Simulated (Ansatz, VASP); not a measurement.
One calculation of Bi2H, two programs

```
CELL_PARAMETERS angstrom
4.27902 0.00000 0.00000
-2.13951 3.70574 0.00000
0.00000 0.00000 17.24715
ATOMIC_POSITIONS crystal
Bi 0.33333 0.66667 0.33322
Bi 0.66667 0.33333 0.23192
H 0.55556 0.11111 0.38535
```

Alike in both runs: task relaxation of the atoms; functional PBE; dispersion D3(BJ); k mesh 6 × 6 × 1; occupations gaussian, width 0.05 eV; collinear spin.

|  | VASP | Ansatz |
| --- | --- | --- |
| version | VASP 6.6.1 | Ansatz 0.2.0 |
| potentials or method | VASP PAW PBE potentials, release 64 (Bi_d, H) | scalar-relativistic, plane waves, PAW |
| plane-wave cutoff (eV) | 520 | 420 |
| valence electrons in the cell | 31 | 31 |

```csv
,VASP,Ansatz,Ansatz less VASP
"gap on the k mesh at the Fermi level, each at its own relaxed structure (eV)",none,none,-
net moment per atom (μB),0.00,0.07,+0.070
size of the moment on the site where the two differ most (μB),0.00,0.06,+0.060
energy change over the relaxation (meV/atom),-12,-12,-0.5
```

Site moments also hang on the region over which each program counts them. A gap of «none» marks a metal or a gap that the smearing closes. Ansatz warned: «seeded_moment_not_kept».

Caveats: spin-orbit coupling is left out, which moves the levels of the heavy elements.
